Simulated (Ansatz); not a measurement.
Computed with DFT PBE, scalar-relativistic, plane waves, PAW (Ansatz 0.2.0). Settings: cutoff 420 eV, Γ-centred meshes spaced at most about 0.3 Å⁻¹, and about 0.25 Å⁻¹ or finer for metals (2π included), Gaussian smearing. No spin polarisation.

Each guess is relaxed in cell and atoms at zero pressure, on a coarse mesh first where it starts far from rest and then on a converged one. The steps can't lower the symmetry of the start, but it can rise. Energies are static (0 K, no zero-point motion).

Two unrelaxed guesses for Al4Cu:

A.

```yaml
crystal:
  lattice:
    - [4.52297, 0.00000, 0.00000]
    - [-2.26148, 3.91701, 0.00000]
    - [0.00000, 0.00000, 4.07682]
  atoms:
    - { symbol: Al, position: [0.66667, 0.33333, 0.50000] }
    - { symbol: Al, position: [0.14922, 0.85078, 0.50000] }
    - { symbol: Al, position: [0.14922, 0.29845, 0.50000] }
    - { symbol: Al, position: [0.70155, 0.85078, 0.50000] }
    - { symbol: Cu, position: [0.66667, 0.33333, 0.00000] }
```

B.

```yaml
crystal:
  lattice:
    - [-3.09851, 3.09851, 1.95967]
    - [3.09851, -3.09851, 1.95967]
    - [3.09851, 3.09851, -1.95967]
  atoms:
    - { symbol: Al, position: [0.90000, 0.30000, 0.20000] }
    - { symbol: Al, position: [0.10000, 0.70000, 0.80000] }
    - { symbol: Al, position: [0.30000, 0.10000, 0.40000] }
    - { symbol: Al, position: [0.70000, 0.90000, 0.60000] }
    - { symbol: Cu, position: [0.50000, 0.50000, 0.00000] }
```

Question: Where do they end, and which end is lower?

Answer: B ends lower, by 0.60 eV/atom. A: P-6m2 at 14.4 Å³/atom → P6/mmm at 23.4 Å³/atom; B: I4/m at 15.1 Å³/atom → I4/m at 15.4 Å³/atom. Counting all near atoms (those within 1.25 times the shortest distance at each site; a plus sign parts nearer from farther groups; a slash parts the counts of unlike sites), the end of A has Al 6/2+6, Cu 2 and the end of B has Al 12, Cu 12. End of A. Conventional cell: a = 5.399 Å, c = 4.627 Å. Around Al on a site of symmetry 6/mmm lie 2 Cu at 2.31 Å and 6 Al at 2.70 Å; Al on a site of symmetry mmm has 6 Al at 2.70 Å; around Cu lie 2 Al at 2.31 Å. End of B. Conventional cell: a = 6.222 Å, c = 3.988 Å. Al has 9 Al at 2.75–2.83 Å and 3 Cu at 2.75–2.80 Å; Cu is surrounded by 12 Al at 2.75–2.80 Å.

Ends held by symmetry can be saddle points. Neither end is the lowest form computed: that has Al and Cu ordered on fcc sites, space group I4/mmm (No. 139) and lies 36 meV/atom below the better end. Some candidate types were left out of the draw beforehand, so a known form may be missing.
